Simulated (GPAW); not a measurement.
Runs of GPAW 26.7.0 on Mg3Sb2. Symmetry: P-3m1, No. 164, trigonal system. The conventional cell has a = 4.582 Å, b = 4.582 Å, c = 7.244 Å, α = 90.00°, β = 90.00°, γ = 120.00°. Around Sb (site symmetry 3m) lie 7 Mg at 2.82 to 3.15 Å. Mg (site symmetry -3m) has 6 Sb at 3.15 Å as nearest neighbours. Mg (site symmetry 3m) is surrounded by 4 Sb at 2.82 to 2.86 Å. 

| task | level | potentials or basis | k mesh | band path | band points | ranks | gap on the mesh (eV) | pressure (GPa) | V0 of scaled cells (Å³/atom) | B0 (GPa) | largest force (eV/Å) |
| --- | --- | --- | --- | --- | --- | --- | --- | --- | --- | --- | --- |
| band structure | PBE | GPAW PAW data sets (gpaw-data 1.2.1), pw | 5 × 5 × 3 | GMKGALHA,LM,KH | 60 | - | 0.22 | 0.8 | - | - | 0.46 |
| band structure | PBEsol | PAW data sets generated in the run's folder for this functional, pw | 5 × 5 × 3 | GMKGALHA,LM,KH | 60 | - | 0.22 | -0.6 | - | - | 0.43 |
| equation of state | PBEsol | PAW data sets generated in the run's folder for this functional, pw | 7 × 7 × 4 | - | - | 4 | - | - | 26.01 | 47 | - |
| equation of state | PBE | GPAW PAW data sets (gpaw-data 1.2.1), pw | 5 × 5 × 3 | - | - | 4 | - | - | 26.81 | 44 | - |
| band structure | LDA | the program's PAW data sets (release 1.2.1) made for this functional, pw | 5 × 5 × 3 | GMKGALHA,LM,KH | 60 | - | 0.15 | -2.0 | - | - | (a) |
| equation of state | LDA | the program's PAW data sets (release 1.2.1) made for this functional, pw | 5 × 5 × 3 | - | - | 4 | - | - | 25.18 | (b) | - |
| single point | TB-mBJ | GPAW PAW data sets for LDA (gpaw-data 1.2.1), pw | 6 × 6 × 4 | - | - | - | 0.76 | - | - | - | - |
| single point | PBEsol | PAW data sets generated in the run's folder for this functional, pw | 7 × 7 × 4 | - | - | - | (c) | -0.6 | - | - | 0.45 |

Alike in all rows: no spin polarisation; cell as given; cutoff (eV) 800; smearing fermi-dirac 0.05 eV.

Task: Fill in the values left out.

Result: (a) 0.33; (b) 50; (c) 0.37.

Caveats: spin-orbit coupling is left out, which moves the levels of the heavy elements (some runs); the cell was scaled at fixed shape and fractional positions, which overstates the stiffness of a crystal with free parameters, most of all of layers and chains (some runs); a model potential gives levels but no total energy (some runs); the PAW data sets were made with another functional, which shifts forces and pressure a little (some runs); an odd mesh through Γ misses points on the zone boundary, where band edges often lie (some runs).

A k mesh can miss the band edges, and the runs leave out spin-orbit coupling on Sb.

Not every run made on this cell is shown here.
